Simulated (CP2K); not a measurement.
# Ir under changes of volume

One of the cells (14.059 Å³/atom); the others are scaled copies at fixed shape and fractional positions:

```
Ir
1.0
     2.70907    0.00000    0.00000
     1.35453    2.34612    0.00000
     1.35453    0.78204    2.21194
Ir
1
Cartesian
  0.0000 0.0000 0.0000
```

```yaml
Program: CP2K 2026.2
Functional: LDA
Potentials_or_basis: GTH_POTENTIALS Ir GTH-PADE-q17; TZVP-MOLOPT-PBE-GTH basis
Density_cutoff: 6123 eV
k_mesh: 12 × 12 × 12
Occupations: fermi-dirac, width 0.0259 eV
Spin: no spin polarisation
```

```csv
volume (Å³/atom),energy over the lowest point (meV/atom),pressure (GPa)
13.215,0.00,2.1
13.496,2.95,-5.4
13.778,18.60,-12.3
14.059,?,?
14.340,84.30,-24.7
14.621,132.55,-30.2
14.902,189.94,-35.1
```

Problem. What does the run at 14.059 Å³/atom give?

Solution. Energy over the lowest point 46.02 meV/atom; pressure -18.8 GPa.

Worked out: A Birch-Murnaghan fit of order 3 (a polynomial in V^(-2/3)) to the other rows has its minimum at 13.29 Å³/atom with B0 = V·E''(V) = 364 GPa and B' = 2.8. It gives 46.06 meV/atom at 14.059 Å³/atom, against the run's 46.02, and -dE/dV = -18.8 GPa, against -18.8.

Energies are extrapolated to zero smearing.

Caveats: the basis of atomic orbitals isn't converged, which shifts pressures, moduli and gaps.
